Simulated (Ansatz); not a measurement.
TiSi2:

```
Ti Si
1.0
     1.76511   -6.75928    0.00000
     1.76511    6.75928    0.00000
     0.00000    0.00000    3.56517
Ti Si
2 4
Cartesian
  1.7651 5.3653 0.8913
  1.7651 -5.3653 2.6739
  1.7651 -3.3839 0.8913
  1.7651 3.3839 2.6739
  1.7651 0.7875 0.8913
  1.7651 -0.7875 2.6739
```

The cell comes from a database or a generator and needn't be the stable form of this composition.

Base run:

```yaml
Program: Ansatz 0.2.0
Functional: LDA
Potentials_or_basis: Ansatz PAW
Cutoff: "420 eV (not typed: the program's choice for these potentials)"
k_mesh: 8 × 8 × 8
Occupations: fermi-dirac, width 0.05 eV
Spin: no spin polarisation
```

Its results: band gap on the k mesh none (metal or under the smearing width); pressure -5.4 GPa; largest force 0.112 eV/Å.

Problem. The run is repeated on the same cell with these changes: functional from LDA to PBEsol; k mesh from 8 × 8 × 8 to 8 × 8 × 6. What comes out?

Solution. Band gap on the k mesh none (metal or under the smearing width); pressure -2.2 GPa; largest force 0.208 eV/Å.

Several settings changed at once, so the effect can't be laid on one alone.

Caveats: the PAW data sets come from PBE, with cores solved anew for the run's functional, which leaves a small shift of forces and pressure.
